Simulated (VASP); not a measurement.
# C, self-consistent run: which settings are enough?

C, P-1 (no. 2), 2 atoms in the cell. PBE; PAW potentials C (PBE set). VASP 6.6.1. The atoms are moved at random off their ideal places.

Wanted: energy within 1 meV/atom; forces within 0.005 eV/Å; pressure within 0.1 GPa.

POSCAR:
```
C
1.0
    0.0000000000      1.7833700000      1.7833700000
    1.7833700000      0.0000000000      1.7833700000
    1.7833700000      1.7833700000      0.0000000000
C
2
Direct
    0.7522110000      0.7452370000      0.7483450000
    0.4991260000      0.4926460000      0.5018920000
```

## One numerical tag moved

| One numerical tag moved | Energy less reference (meV/atom) | Forces, largest deviation (eV/Å) | Pressure (GPa) | SCF iterations | Time (s) |
|---|---|---|---|---|---|
| default | 0.0 | 0.0000 | 2.50 | 12 | 33 |
| LMAXPAW = 0 | 0.0 | 0.0007 | 2.50 | 12 | 35 |
| LMAXPAW = -1 | -15.5 | 0.0005 | 1.09 | 11 | 32 |
| EBREAK = 0.0001 | 0.0 | 0.0000 | 2.50 | 11 | 29 |
| WEIMIN = 0.0 | 0.0 | 0.0000 | 2.50 | 12 | 34 |
| LDIAG = F | 0.0 | 0.0000 | 2.50 | 11 | 38 |
| LCORR = F | 0.0 | 0.0000 | 2.50 | 12 | 35 |
| NBLK = 64 | 0.0 | 0.0000 | 2.50 | 12 | 30 |
| NDAV = 8 | 0.0 | 0.0000 | 2.50 | 12 | 31 |

## Question

For each series: keep the first row unless others stay within half of the tolerance and take at least 30 % less time, and then take the fastest.

## Answer

- one numerical tag moved: default

## The input

INCAR:
```
SYSTEM = C
PREC = Accurate ; ENCUT = 520
EDIFF = 1E-7 ; ISMEAR = 0
SIGMA = 0.02 ; LREAL = .False.
LASPH = .True. ; ALGO = Normal
NELM = 100 ; ISIF = 2
LWAVE = .False. ; LCHARG = .False.
```

KPOINTS:
```
k-points
0
Gamma
  11 11 11
```

Commands:
```
cat potpaw_PBE.64/C/POTCAR > POTCAR
mpirun -np 1 vasp_std > vasp.out
```

The chosen input took VASP 6.6.1 33 s on 1 core (AMD EPYC 9R45 (Zen 5)), a shared host.

## An input that fails: LMAXPAW = -1 without LASPH

It runs to its end, but against the unchanged starting input it is off by 15.5 meV/atom in the energy, 0.0005 eV/Å in the forces, 1.41 GPa in the pressure.

Changes against the starting input:
```
- LASPH = True
+ LASPH = False
+ LMAXPAW = -1
```
